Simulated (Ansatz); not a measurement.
# GaP: the cost of one run

All numbers are computed with Ansatz 0.2.0, driven from Python. The levels of theory stand in the script.

### Step 1. Starting point

Symmetry: F-43m, No. 216, cubic system. The conventional cell has a = 5.451 Å, b = 5.451 Å, c = 5.451 Å, α = 90.00°, β = 90.00°, γ = 90.00°. Ga (site symmetry -43m) has 4 P at 2.36 Å as nearest neighbours. P (site symmetry -43m) has 4 Ga at 2.36 Å as nearest neighbours.

The script holds or builds the structure itself.

### Step 2. The code

File gap.py:

```python
"""Levels of GaP without and with spin-orbit coupling."""

import ansatz as az

lattice = az.Lattice.of(
    (0.0, 2.72525, 2.72525),
    (2.72525, 0.0, 2.72525),
    (2.72525, 2.72525, 0.0),
)
sites = [
    ("Ga", (0.0, 0.0, 0.0)),
    ("P", (0.25, 0.25, 0.25)),
]
xtal = az.Crystal(lattice=lattice)
for symbol, position in sites:
    xtal = xtal.atom(symbol, position)

calc = (
    xtal.calculation()
    .scf(tolerance=1e-06)
    .occupations("Fixed")  # whole-number filling, right only where there is a gap
    .functional("pbesol", dispersion="d3bj")
    .kpoints(6, 6, 6)  # the mesh must be finer for metals
    .basis(31 * az.Ry)
    .mixing("anderson")
    .accuracy("low")
    .band_table()
)
for label, variant in (("scalar-relativistic", calc), ("spin-orbit", calc.spin(soc=True))):
    r = variant.run(threads=1, pin="off").report
    zero = r["band_edges_ev"][0] if r.get("band_edges_ev") else r["fermi_energy_ev"]
    near = [round(e - zero, 3) for e in r["eigenvalues_ev"][0] if abs(e - zero) < 2]
    print(label)
    print("  band edges (eV):", [round(e, 3) for e in r.get("band_edges_ev") or []] or "none reported")
    print("  levels at k =", r["kpoints_frac"][0], "within 2 eV of the zero:", near)
```

### Step 3. Running it

Launch:

```
$ python gap.py
```

**Question.** How long does this script take on 1 thread of Intel Xeon 6975P-C (Granite Rapids), shared host, and how much memory does it need?

About 3.5 s, with a peak of 0.48 GiB.
